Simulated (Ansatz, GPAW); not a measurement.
Given: the input of a run of GPAW 26.7.0 (ASE script) on HfC. 

Contents of run.py:

```python
from ase import Atoms
from ase.dft.bandgap import bandgap
from ase.io import write
from ase.units import Bohr, GPa
from gpaw import GPAW, PW, setup_paths
from gpaw.elf import elf_from_dft_calculation

setup_paths.insert(0, '.')

atoms = Atoms(['Hf', 'C'],
              cell=[[0.0, 2.325, 2.325],
                    [2.325, 0.0, 2.325],
                    [2.325, 2.325, 0.0]],
              scaled_positions=[[0.5, 0.5, 0.5],
                                [0.0, 0.0, 0.0]],
              pbc=True)

calc = GPAW(mode=PW(800),
            xc='PBEsol',
            kpts={'size': (10, 10, 10), 'gamma': True},
            occupations={'name': 'methfessel-paxton', 'order': 0, 'width': 0.1},
            nbands=18,
            convergence={'density': 1e-05, 'energy': 1e-05},
            maxiter=150,
            txt='gpaw.txt')
atoms.calc = calc
energy = atoms.get_potential_energy()
forces = atoms.get_forces()
stress = atoms.get_stress()
calc.write('gs.gpw')
write('result.traj', atoms)
print(f'Energy: {energy:.6f} eV')
print('Forces (eV/A):')
print(forces.round(4))
print('Stress (GPa):', (stress / GPa).round(3))
print('Fermi level:', round(calc.get_fermi_level(), 4), 'eV')
print(f'Gap: {bandgap(calc)[0]:.4f} eV, direct: {bandgap(calc, direct=True)[0]:.4f} eV')

# fields on the real-space grid
write('density.cube', atoms, data=calc.get_pseudo_density() * Bohr**3)
write('potential.cube', atoms, data=calc.get_electrostatic_potential())
write('elf.cube', atoms, data=elf_from_dft_calculation(calc).data)
```

Potentials or basis: PAW data sets generated in the run's folder for this functional, pw.

Launch:

```sh
$ gpaw-setup -f PBEsol C Hf
$ OMP_NUM_THREADS=1 python run.py
```

Q: What does the same run look like in Ansatz 0.2.0? Potentials or basis there: all-electron LAPW, scalar-relativistic.

A: As run (cutoffs and basis follow the program's own potentials, and thresholds, step limits or extra output files can differ):

Contents of input.yaml:

```yaml
crystal:
  lattice:
    - [0.0, 2.325, 2.325]
    - [2.325, 0.0, 2.325]
    - [2.325, 2.325, 0.0]
  atoms:
    - { symbol: Hf, position: [0.5, 0.5, 0.5] }
    - { symbol: C, position: [0.0, 0.0, 0.0] }
kpoints:
  mp_grid: { grid: [10, 10, 10] }
scf:
  occupations: { method: gaussian, width: 0.1 }
hamiltonian:
  xc: pbesol
  pseudopotentials: { kind: all_electron, lapw: { basis_error: 0.001 } }
output:
  forces: true
  stress: true
  eigenvalues: true
```

Potentials or basis: all-electron LAPW, scalar-relativistic.

Launch:

```console
$ ansatz run input.yaml --threads 1 --pin off --max-ram 3072MiB --backend cpu --events-out ev --progress --plain --runs-dir out
```

Both were run:

|  | GPAW | Ansatz |
| --- | --- | --- |
| Pressure | -5.3 GPa | -6.5 GPa |

Where Ansatz's input types no cutoff or centring, it takes its own default and a Γ-centred mesh.

The two runs disagree by more than potentials and bases usually give (in gap, levels, pressure or energy); the cause wasn't traced.

Pressure is positive in compression.
